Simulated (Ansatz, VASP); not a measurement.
# One calculation of HfO2, two programs

```
Hf O
1.0
     0.00000    2.52918    2.52918
     2.52918    0.00000    2.52918
     2.52918    2.52918    0.00000
Hf O
1 2
Direct
  0.00000 0.00000 0.00000
  0.25000 0.25000 0.25000
  0.75000 0.75000 0.75000
```

Measurements of this composition are mostly on another form, of space group No. 14.

Alike in both runs: task single point; functional HSE06; k mesh 4 × 4 × 4; no spin polarisation.

```csv
,VASP,Ansatz
version,VASP 6.6.1,Ansatz 0.2.0
potentials or method,"VASP PAW PBE potentials, release 64 (Hf_pv, O)","plane waves, PAW"
plane-wave cutoff (eV),520,420
occupations,"gaussian, width 0.01 eV",fixed
valence electrons in the cell,22,38
```

Ansatz gave:

* gap on the k mesh at the Fermi level (eV): 5.41
* pressure (GPa): -0.4

Task: Estimate VASP's values.

Result: gap on the k mesh at the Fermi level (eV): 5.36; pressure (GPa): -5.3.

One of these differences is far larger than is usual between the two programs; its cause wasn't traced. The two sets of potentials don't hold the same shells in valence. Ansatz warned: «stress_exchange_threshold_loose».

Caveats: the k mesh is coarse (spacing up to 0.54 Å⁻¹), so the values aren't converged, least of all with exact exchange; the PAW data sets were made with another functional, which shifts forces and pressure a little (VASP); spin-orbit coupling is left out, which moves the levels of the heavy elements. A k mesh can miss the band edges.
